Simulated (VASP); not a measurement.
# ZnS (F-43m) in VASP: a series of runs

One crystal, ZnS, is run at these levels: r2SCAN-EpsX+rVV10, TPSSh, revPBE, BLYP, PW91; tasks: band structure.

All numbers are computed with VASP 6.6.1; they aren't measurements. Logs are shortened: lines on timing, memory, paths and dates and some standing lists are left out, and cuts for length are marked.

**The experiment to reproduce.**

“Electronic, vibrational, and thermodynamic properties of ZnS (zincblende and rocksalt structure)”, 2009, arxiv:0911.5022 quotes, for a bulk crystal of ZnS at 19 K: band gap 3.85 eV (direct).

The runs below are set against these values where they give the same quantity.

### 1 The crystal as given

Symmetry: F-43m, No. 216, cubic system. Conventional cell: a = 5.404 Å, b = 5.404 Å, c = 5.404 Å, α = 90.00°, β = 90.00°, γ = 90.00°. Zn (site symmetry -43m) is surrounded by 4 S at 2.34 Å. Around S (site symmetry -43m) lie 4 Zn at 2.34 Å.

### 2 Band structure, r2SCAN-EpsX+rVV10

Input file POSCAR:

```
ZnS
1.0
    0.0000000000      2.7020000000      2.7020000000
    2.7020000000      0.0000000000      2.7020000000
    2.7020000000      2.7020000000      0.0000000000
Zn S
1 1
Direct
    0.7500000000      0.7500000000      0.7500000000
    0.0000000000      0.0000000000      0.0000000000
```

Input file INCAR.step1:

```
SYSTEM = ZnS
PREC = Accurate ; ENCUT = 520
EDIFF = 1E-8 ; ISMEAR = -5
SIGMA = 0.3 ; LREAL = .FALSE.
LASPH = .TRUE. ; NELM = 100
ALGO = Normal ; ISIF = 2
LWAVE = .FALSE. ; LCHARG = .FALSE.
GGA = PE ; LEPSILON = .TRUE.
```

Input file KPOINTS.step1:

```
Automatic mesh
0
G
  9 9 9
  0 0 0
```

Input file INCAR.step2:

```
SYSTEM = ZnS
PREC = Accurate ; ENCUT = 520
EDIFF = 1E-5 ; ISMEAR = -5
SIGMA = 0.3 ; LREAL = .FALSE.
LASPH = .TRUE. ; NELM = 100
ALGO = Normal ; ISIF = 2
LWAVE = .TRUE. ; LCHARG = .FALSE.
NBANDS = 16 ; GGA = PE
```

Input file KPOINTS.step2:

```
regular mesh
0
G
  5 5 5
  0 0 0
```

Input file INCAR.step3:

```
SYSTEM = ZnS
PREC = Accurate ; ENCUT = 520
EDIFF = 1E-6 ; ISMEAR = -5
SIGMA = 0.3 ; LREAL = .FALSE.
LASPH = .TRUE. ; NELM = 100
ALGO = Normal ; ISIF = 2
LWAVE = .FALSE. ; LCHARG = .FALSE.
METAGGA = R2SCAN ; LHFCALC = .TRUE.
AEXX = 0.168 ; LMIXTAU = .TRUE.
PRECFOCK = Fast ; LUSE_VDW = .TRUE.
IVDW_NL = 2 ; BPARAM = 11.95
CPARAM = 0.0093 ; NBANDS = 16
ISTART = 1
```

Input file KPOINTS.step3:

```
regular mesh
0
G
  5 5 5
  0 0 0
```

Input file KPOINTS_OPT:

```
path GXWKGLUWLK,UX
8
line-mode
reciprocal
 0.0000000000  0.0000000000  0.0000000000  G
 0.5000000000  0.0000000000  0.5000000000  X

 0.5000000000  0.0000000000  0.5000000000  X
 0.5000000000  0.2500000000  0.7500000000  W

 0.5000000000  0.2500000000  0.7500000000  W
 0.3750000000  0.3750000000  0.7500000000  K

 0.3750000000  0.3750000000  0.7500000000  K
 0.0000000000  0.0000000000  0.0000000000  G

 0.0000000000  0.0000000000  0.0000000000  G
 0.5000000000  0.5000000000  0.5000000000  L

 0.5000000000  0.5000000000  0.5000000000  L
 0.6250000000  0.2500000000  0.6250000000  U

 0.6250000000  0.2500000000  0.6250000000  U
 0.5000000000  0.2500000000  0.7500000000  W

 0.5000000000  0.2500000000  0.7500000000  W
 0.5000000000  0.5000000000  0.5000000000  L

 0.5000000000  0.5000000000  0.5000000000  L
 0.3750000000  0.3750000000  0.7500000000  K

 0.6250000000  0.2500000000  0.6250000000  U
 0.5000000000  0.0000000000  0.5000000000  X
```

Potentials or basis: VASP PAW PBE potentials, release 64 (Zn, S).

Started as:

```sh
$ cat potpaw_PBE.64/Zn/POTCAR potpaw_PBE.64/S/POTCAR > POTCAR
$ cp INCAR.step1 INCAR
$ cp KPOINTS.step1 KPOINTS
$ mpirun -np 1 vasp_std > vasp.out
$ cp INCAR.step2 INCAR
$ cp KPOINTS.step2 KPOINTS
$ mpirun -np 1 vasp_std > vasp.out
$ cp INCAR.step3 INCAR
$ cp KPOINTS.step3 KPOINTS
$ mpirun -np 1 vasp_std > vasp.out
```

OUTCAR:

```text
SYSTEM = ZnS
   PREC = Accurate
   ENCUT = 520
   EDIFF = 1E-6
   ISMEAR = -5
   LREAL = .FALSE.
   LASPH = .TRUE.
   NELM = 100
   ISIF = 2
   METAGGA = R2SCAN
   LHFCALC = .TRUE.
   AEXX = 0.168
   PRECFOCK = Fast
   IVDW_NL = 2
   BPARAM = 11.95
   ISTART = 1

 ion  position               nearest neighbor table
   1  0.750  0.750  0.750-   2 2.34   2 2.34   2 2.34   2 2.34
   2  0.000  0.000  0.000-   1 2.34   1 2.34   1 2.34   1 2.34

  LATTYP: Found a face centered cubic cell.
 ALAT       =     5.4040000000

  Lattice vectors:

 A1 = (   0.0000000000,   2.7020000000,   2.7020000000)
 A2 = (   2.7020000000,   0.0000000000,   2.7020000000)
 A3 = (   2.7020000000,   2.7020000000,   0.0000000000)

Analysis of symmetry for initial positions (statically):
=====================================================================
 Subroutine PRICEL returns:
 Original cell was already a primitive cell.

 Routine SETGRP: Setting up the symmetry group for a
 face centered cubic supercell.

 Subroutine GETGRP returns: Found 24 space group operations
 (whereof 24 operations were pure point group operations)
 out of a pool of 48 trial point group operations.

The static configuration has the point symmetry T_d .

Analysis of symmetry for dynamics (positions and initial velocities):
=====================================================================
 Subroutine PRICEL returns:
 Original cell was already a primitive cell.

 Routine SETGRP: Setting up the symmetry group for a
 face centered cubic supercell.

 Subroutine GETGRP returns: Found 24 space group operations
 (whereof 24 operations were pure point group operations)
 out of a pool of 48 trial point group operations.

The dynamic configuration has the point symmetry T_d .

 Subroutine INISYM returns: Found 24 space group operations
 (whereof 24 operations are pure point group operations),
 and found     1 'primitive' translations

----------------------------------------------------------------------------------------

                                     Primitive cell

  volume of cell :      39.4535

  direct lattice vectors                    reciprocal lattice vectors
     0.000000000  2.702000000  2.702000000    -0.185048113  0.185048113  0.185048113
     2.702000000  0.000000000  2.702000000     0.185048113 -0.185048113  0.185048113
     2.702000000  2.702000000  0.000000000     0.185048113  0.185048113 -0.185048113

  length of vectors
     3.821205046  3.821205046  3.821205046     0.320512733  0.320512733  0.320512733

  position of ions in fractional coordinates (direct lattice)
     0.750000000  0.750000000  0.750000000
     0.000000000  0.000000000  0.000000000

  ion indices of the primitive-cell ions
   primitive index   ion index
                 1           1
                 2           2

----------------------------------------------------------------------------------------

 KPOINTS: regular mesh

Automatic generation of k-mesh.
 Grid dimensions read from file:
 generate k-points for:    5    5    5

 Generating k-lattice:

  Cartesian coordinates                     Fractional coordinates (reciprocal lattice)
    -0.037009623  0.037009623  0.037009623     0.200000000  0.000000000  0.000000000
     0.037009623 -0.037009623  0.037009623     0.000000000  0.200000000  0.000000000
     0.037009623  0.037009623 -0.037009623     0.000000000  0.000000000  0.200000000

  Length of vectors
     0.064102547  0.064102547  0.064102547

  Shift w.r.t. Gamma in fractional coordinates (k-lattice)
     0.000000000  0.000000000  0.000000000

 TETIRR: Found     24 inequivalent tetrahedra from      750

 Subroutine IBZKPT returns following result:
 ===========================================

 Found     10 irreducible k-points:

 Following reciprocal coordinates:
            Coordinates               Weight
  0.000000  0.000000  0.000000      1.000000
  0.200000  0.000000  0.000000      8.000000
  0.400000  0.000000  0.000000      8.000000
  0.200000  0.200000  0.000000      6.000000
  0.400000  0.200000  0.000000     24.000000
 -0.400000  0.200000  0.000000     24.000000
 -0.200000  0.200000  0.000000     12.000000
  0.400000  0.400000  0.000000      6.000000
 -0.400000  0.400000  0.000000     12.000000
 -0.400000  0.400000  0.200000     24.000000
   k-points           NKPTS =     10   k-points in BZ     NKDIM =    125   number of bands    NBANDS=     16
   number of dos      NEDOS =    301   number of ions     NIONS =      2
   total plane-waves  NPLWV =  21952
   dimension x,y,z NGX =    28 NGY =   28 NGZ =   28
   dimension x,y,z NGXF=    56 NGYF=   56 NGZF=   56
   ions per type =               1   1
   NGX,Y,Z   is equivalent  to a cutoff of  12.18, 12.18, 12.18 a.u.
   NGXF,Y,Z  is equivalent  to a cutoff of  24.36, 24.36, 24.36 a.u.
 SYSTEM =  ZnS
   PREC   = accura    normal or accurate (medium, high low for compatibility)
   ISTART =      1    job   : 0-new  1-cont  2-samecut
   ICHARG =      0    charge: 1-file 2-atom 10-const
   ISPIN  =      1    spin polarized calculation?
   LNONCOLLINEAR =      F non collinear calculations
   LSORBIT =      F    spin-orbit coupling
   LASPH  =      T    aspherical Exc in radial PAW
   ENCUT  =  520.0 eV  38.22 Ry    6.18 a.u.   7.10  7.10  7.10*2*pi/ulx,y,z
   NELM   =    100;   NELMIN=  2; NELMDL=  0     # of ELM steps
   EDIFF  = 0.1E-05   stopping-criterion for ELM
   LREAL  =      F    real-space projection
   EDIFFG = 0.1E-04   stopping-criterion for IOM
   NSW    =      0    number of steps for IOM
   IBRION =     -1    ionic relax: 0-MD 1-quasi-New 2-CG
   NFREE  =      0    steps in history (QN), initial steepest desc. (CG)
   ISIF   =      2    stress and relaxation
   ISYM   =      3    0-nonsym 1-usesym 2-fastsym
   POTIM  = 0.5000    time-step for ionic-motion
   TEBEG  =    0.0;   TEEND  =   0.0 temperature during run
   PSTRESS=    0.0 pullay stress
   NELECT =      18.0000    total number of electrons
   NUPDOWN=      -1.0000    fix difference up-down
   EMIN   =  10.00;   EMAX   =-10.00  energy-range for DOS
   EFERMI =   0.00;   METHOD = LEGACY
   ISMEAR =    -5;   SIGMA  =   0.30  broadening in eV -4-tet -1-fermi 0-gaus
   EFERMI_NEDOS =   21; number of points for ismear=-14 and -15
   IALGO  =     38    algorithm
   IMIX   =      1    mixing-type and parameters
     AMIX     =   0.40;   BMIX     =  1.00
     AMIX_MAG =   1.60;   BMIX_MAG =  1.00
  volume/ion in A,a.u.               =      19.73       133.12
  Fermi-wavevector in a.u.,A,eV,Ry     =   1.260290  2.381602 21.610537  1.588330
  Thomas-Fermi vector in A             =   2.393807
   LORBIT       =      0    0 simple, 1 ext, 2 COOP (PROOUT), +10 PAW based schemes
   METAGGA = R2SCAN    functional components
   LHFCALC =     T    Hartree Fock is set to
   PRECFOCK=fast      Normal, Fast or Accurate (Low or Medium for compatibility)
   ENCUT4O =  -1.0   cutoff for four orbital integrals eV
   NKREDX  =     1    reduce k-point grid by
   NKREDY  =     1    reduce k-point grid by
   NKREDZ  =     1    reduce k-point grid by
   AEXX    =    0.1680 exact exchange contribution
   HFSCREEN=    0.0000 screening length (either q_TF or 0.3 A-1)
   HFSCREENC=   0.0000 screening length for correlation (either q_TF or 0.3 A-1)
   ENCUTFOCK=  -1.0 apply spherical cutoff to Coloumb kernel
   IVDW_NL    =     2    kernel type
   BPARAM     =11.9500
   IVDW    =     0    specifies the selected vdW correction
   LEPSILON=     F    determine dielectric tensor
   LRPA    =     F    only Hartree local field effects (RPA)
 non-spin polarized calculation
 Fermi weights with tetrahedron method with Bloechl corrections
  energy-cutoff  :      520.00
  volume of cell :       39.45
 maximum number of plane-waves:      1073
  NGX = 16; NGY = 16; NGZ = 16

 number of electron      18.0000000 magnetization

 Free energy of the ion-electron system (eV)
  ---------------------------------------------------
  ext. energy  EPLUGINS =         0.00000000
  ---------------------------------------------------
  free energy    TOTEN  =       -17.83576581 eV

  energy without entropy =      -17.83576581  energy(sigma->0) =      -17.83576581

 E-fermi :   1.2185     XC(G=0):  -8.8138

 val. band max:        1.1555457133   @ k =   0.0000   0.0000   0.0000
 cond. band min:       4.9127570076   @ k =   0.0000   0.0000   0.0000
 fundamental gap:      3.7572112943
 Fermi energy:         1.2184738422

 k-point     1 :       0.0000    0.0000    0.0000
  band No.  band energies     occupation
      1     -13.2147      2.00000
      2      -6.3625      2.00000
      3      -6.3625      2.00000
      4      -6.3625      2.00000
      5      -5.8727      2.00000
      6      -5.8726      2.00000
[... 8 lines left out ...]
     15      14.7887      0.00000
     16      14.9349      0.00000

 k-point     2 :       0.2000    0.0000    0.0000
  band No.  band energies     occupation
      1     -12.9087      2.00000
      2      -6.3147      2.00000
      3      -6.3147      2.00000
      4      -6.3086      2.00000
      5      -5.8741      2.00000
      6      -5.8741      2.00000
[... 8 lines left out ...]
     15      13.8256      0.00000
     16      15.4075      0.00000

 k-point     3 :       0.4000    0.0000    0.0000
  band No.  band energies     occupation
      1     -12.3337      2.00000
      2      -6.2536      2.00000
      3      -6.2536      2.00000
      4      -5.9069      2.00000
      5      -5.8539      2.00000
      6      -5.8538      2.00000
[... 8 lines left out ...]
     15      15.5330      0.00000
     16      15.5330      0.00000
[... 96 lines left out ...]
 k-point     9 :      -0.4000    0.4000    0.0000
  band No.  band energies     occupation
      1     -11.9012      2.00000
      2      -6.2285      2.00000
      3      -6.0676      2.00000
      4      -6.0022      2.00000
      5      -5.8284      2.00000
      6      -5.5177      2.00000
[... 8 lines left out ...]
     15      16.0930      0.00000
     16      18.7454      0.00000

 k-point    10 :      -0.4000    0.4000    0.2000
  band No.  band energies     occupation
      1     -11.9798      2.00000
      2      -6.1986      2.00000
      3      -6.1360      2.00000
      4      -5.9658      2.00000
      5      -5.8573      2.00000
      6      -5.5836      2.00000
[... 8 lines left out ...]
     15      16.5647      0.00000
     16      18.9823      0.00000

------------------------ aborting loop because EDIFF is reached ----------------------------------------

  FORCE on cell =-STRESS in cart. coord.  units (eV):
  Direction    XX          YY          ZZ          XY          YZ          ZX
  --------------------------------------------------------------------------------------
  -------------------------------------------------------------------------------------
  Total       -0.3402412     -0.3402412     -0.3402412      0.0000000      0.0000000      0.0000000
  in kB      -13.8169259    -13.8169259    -13.8169259      0.0000000      0.0000000      0.0000000
  external PRESSURE =     -13.8169259 kB  Pullay stress =       0.0000000 kB

 VOLUME and BASIS-vectors are now :
 -----------------------------------------------------------------------------
  energy-cutoff  :      520.00
  volume of cell :       39.45
      direct lattice vectors                 reciprocal lattice vectors
     0.000000000  2.702000000  2.702000000    -0.185048113  0.185048113  0.185048113
     2.702000000  0.000000000  2.702000000     0.185048113 -0.185048113  0.185048113
     2.702000000  2.702000000  0.000000000     0.185048113  0.185048113 -0.185048113

 POSITION                                       TOTAL-FORCE (eV/Angst)
 -----------------------------------------------------------------------------------
      4.05300      4.05300      4.05300        -0.000000     -0.000000     -0.000000
      0.00000      0.00000      0.00000         0.000000      0.000000      0.000000
 -----------------------------------------------------------------------------------
    total drift:                                0.000099      0.000056      0.000056

  FREE ENERGIE OF THE ION-ELECTRON SYSTEM (eV)
  ---------------------------------------------------
  free  energy   TOTEN  =       -17.8357658057 eV

  energy  without entropy=      -17.8357658057  energy(sigma->0) =      -17.83576581
```

It took 20 min on 1 thread of Intel Xeon Platinum 8488C (Sapphire Rapids), shared host; peak memory 0.3 GiB.

Results:

```yaml
Free_energy: -17.8358 eV
Pressure: -1.4 GPa
Band_gap_on_the_k_mesh: 3.76 eV, direct
```

Levels at the corners of the path, in eV from the valence-band top:
```csv
point,band 7,band 8,band 9,band 10,band 11,band 12
Γ,-0.12,-0.12,-0.12,3.63,8.00,8.00
X,-4.87,-2.29,-2.29,4.56,5.50,12.95
X,-4.87,-2.29,-2.29,4.56,5.50,12.95
W,-4.74,-2.91,-2.82,6.98,7.85,9.57
W,-4.74,-2.91,-2.82,6.98,7.85,9.57
K,-5.53,-4.01,-2.57,5.44,7.55,11.07
K,-5.53,-4.01,-2.57,5.44,7.55,11.07
Γ,-0.12,-0.12,-0.12,3.63,8.00,8.00
Γ,-0.12,-0.12,-0.12,3.63,8.00,8.00
L,-5.60,-0.89,-0.89,4.84,8.47,8.47
L,-5.60,-0.89,-0.89,4.84,8.47,8.47
U,-5.53,-4.01,-2.57,5.44,7.55,11.07
U,-5.53,-4.01,-2.57,5.44,7.55,11.07
W,-4.74,-2.91,-2.82,6.98,7.85,9.57
W,-4.74,-2.91,-2.82,6.98,7.85,9.57
L,-5.60,-0.89,-0.89,4.84,8.47,8.47
L,-5.60,-0.89,-0.89,4.84,8.47,8.47
K,-5.53,-4.01,-2.57,5.44,7.55,11.07
U,-5.53,-4.01,-2.57,5.44,7.55,11.07
X,-4.87,-2.29,-2.29,4.56,5.50,12.95
```

Caveat: an unscreened hybrid on a path of extra k points without a Coulomb cutoff has errors near the mesh points, so the bands along the path aren't reliable; the PAW data sets were made with another functional, which shifts forces and pressure a little.

[end of part 1 of 3]
